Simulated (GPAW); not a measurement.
Runs of GPAW 26.7.0 on Be. The structure is hexagonal, space group P6_3/mmc (No. 194). Conventional cell: a = 2.285 Å, b = 2.285 Å, c = 3.584 Å, α = 90.00°, β = 90.00°, γ = 120.00°. Be (site symmetry -6m2) has 12 Be at 2.23 to 2.29 Å as nearest neighbours. 

| task | level | potentials or basis | spin | fixed moment (μB) | cell | k mesh | smearing | band path | band points | older calculator (legacy_gpaw) | optimizer | fmax | gap on the mesh (eV) | pressure (GPa) | relaxed volume (Å³/atom) |
| --- | --- | --- | --- | --- | --- | --- | --- | --- | --- | --- | --- | --- | --- | --- | --- |
| band structure | PBEsol | PAW data sets generated in the run's folder for this functional, pw | off | - | as given | 11 × 11 × 6 | fermi-dirac 0.05 eV | GMKGALHA,LM,KH | 100 | - | - | - | - | -4.0 | - |
| band structure | LDA | PAW data sets generated in the run's folder for this functional, pw | off | - | as given | 11 × 11 × 6 | fermi-dirac 0.05 eV | GMKGALHA,LM,KH | 60 | - | - | - | - | (b) | - |
| single point | RPBE | the program's PAW data sets (release 1.2.1) made for this functional, pw | off | - | as given | 13 × 13 × 8 | gaussian 0.02 eV | - | - | - | - | - | none | 1.9 | - |
| single point | PBE | GPAW PAW data sets (gpaw-data 1.2.1), pw | off | - | as given | 13 × 13 × 8 | gaussian 0.1 eV | - | - | - | - | - | none | -1.3 | - |
| relaxation of cell and atoms | PBEsol+D3 | PAW data sets generated in the run's folder for this functional, pw | off | - | relaxed | 11 × 11 × 6 | fermi-dirac 0.05 eV | - | - | - | FIRE | 0.02 eV/Å | none | 0.1 | (a) |
| single point | LDA | the program's PAW data sets (release 1.2.1) made for this functional, pw | off | - | as given | 13 × 13 × 8 | gaussian 0.05 eV | - | - | - | - | - | none | -7.0 | - |
| relaxation of cell and atoms | RPBE+D4 | the program's PAW data sets (release 1.2.1) made for this functional, pw | off | - | relaxed | 11 × 11 × 6 | fermi-dirac 0.05 eV | - | - | - | LBFGS | 0.05 eV/Å | none | 0.1 | 7.91 |
| band structure | PBE | GPAW PAW data sets (gpaw-data 1.2.1), pw | off | - | as given | 11 × 11 × 6 | fermi-dirac 0.05 eV | GMKGALHA,LM,KH | 60 | - | - | - | - | -1.4 | - |
| relaxation of cell and atoms | RPBE+D3 | the program's PAW data sets (release 1.2.1) made for this functional, pw | off | - | relaxed | 11 × 11 × 6 | fermi-dirac 0.05 eV | - | - | - | BFGS | 0.01 eV/Å | none | -0.1 | 7.60 |
| single point | PBE+D4 | GPAW PAW data sets (gpaw-data 1.2.1), pw | collinear, antiferromagnetic start | 1.0 | as given | 13 × 13 × 8 | fermi-dirac 0.1 eV | - | - | - | - | - | - | 9.6 | - |

Alike in all rows: cutoff (eV) 800.

Question: Fill in the values left out.

Answer: (a) 7.53; (b) -8.3.

Caveats: later steps reuse the first step's grids (some runs); pairwise dispersion overbinds metals, which lowers pressure and volume (some runs); the total moment is fixed, so each spin has its own Fermi level (some runs).

A gap of «none» marks a metal or a gap under the smearing width.
